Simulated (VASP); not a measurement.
Crystal: ScAl.

```
Sc Al
1.0
     3.37035    0.00000    0.00000
     0.00000    3.37035    0.00000
     0.00000    0.00000    3.37035
Sc Al
1 1
Cartesian
  1.6852 1.6852 1.6852
  0.0000 0.0000 0.0000
```

The cell comes from a database or a generator and needn't be the stable form of this composition.

| Quantity | Value |
| --- | --- |
| Program | VASP 6.6.1 |
| Task | relaxation of cell and atoms |
| Functional | BLYP |
| Potentials or basis | VASP PAW PBE potentials, release 64 (Sc_sv, Al) |
| Cutoff | 600 eV |
| k mesh | 8 × 8 × 8 |
| Occupations | fermi-dirac, width 0.05 eV |
| Spin | no spin polarisation |

At the start: pressure 2.9 GPa; volume 19.14 Å³/atom.

Question: Where does the relaxation end?

Answer: Over 3 steps the energy falls by 6.8 meV/atom and the volume is 19.91 Å³/atom (+4.0 %); space group Pm-3m (No. 221, to 0.05 Å).

The path:
```
step  energy change (eV)  largest force (eV/Å)  pressure (GPa)  volume (Å³)
   1              0.0000                0.0000            2.91        38.28
   2             -0.0127                0.0000           -0.69        40.25
   3             -0.0136                0.0000           -0.01        39.83
```

Final structure:
```
Sc Al
1.0
     3.41504    0.00000    0.00000
     0.00000    3.41504    0.00000
     0.00000    0.00000    3.41504
Sc Al
1 1
Direct
  0.50000 0.50000 0.50000
  0.00000 0.00000 0.00000
```

Caveat: the PAW data sets were made with another functional, which shifts forces and pressure a little.
